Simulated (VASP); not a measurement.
Here is a VASP 6.6.1 calculation.

Contents of POSCAR:

```
Te
1.0
    3.1307690000      0.0000000000      0.0000000000
    0.0000000000      4.7429080000      0.0000000000
    0.0000000000      0.0000000000      8.9856130000
Te
4
Direct
    0.5000000000      0.5452710000      0.7608140000
    0.5000000000      0.4547290000      0.2608140000
    0.5000000000      0.9874680000      0.0091860000
    0.5000000000      0.0125320000      0.5091860000
```

INCAR.step1

```
  PREC = Accurate
  ENCUT = 520
  ISMEAR = 0
  SIGMA = 0.1
  LREAL = False
  LASPH = True
  NELM = 100
  NBANDS = 20
  GGA = PE
  ALGO = Normal
  EDIFF = 1E-4
  LWAVE = True
  LCHARG = False
```

Contents of INCAR.step2:

```
  PREC = Accurate
  ENCUT = 520
  EDIFF = 1E-6
  ISMEAR = 0
  SIGMA = 0.1
  LREAL = False
  LASPH = True
  NELM = 100
  ALGO = Normal
  ISIF = 2
  LWAVE = False
  LCHARG = False
  METAGGA = R2SCAN
  LMIXTAU = True
  LUSE_VDW = True
  IVDW_NL = 2
  BPARAM = 11.95
  CPARAM = 0.0093
  NBANDS = 20
  ISTART = 1
```

File KPOINTS:

```
regular mesh
0
Gamma
  6 4 2
```

Potentials or basis: VASP PAW PBE potentials, release 64 (Te).

The run is started by

```sh
$ cat potpaw_PBE.64/Te/POTCAR > POTCAR
$ cp INCAR.step1 INCAR
$ mpirun -np 1 vasp_std > vasp.out
$ cp INCAR.step2 INCAR
$ mpirun -np 1 vasp_std > vasp.out
```

(1) Estimate the pressure.

(2) Predict the largest force.

(3) Predict the band gap on the k mesh.

Answers

(1) -1.3 GPa.

(2) 0.364 eV/Å.

(3) none (metal or under the smearing width).

Caveat: the PAW data sets were made with another functional, which shifts forces and pressure a little.
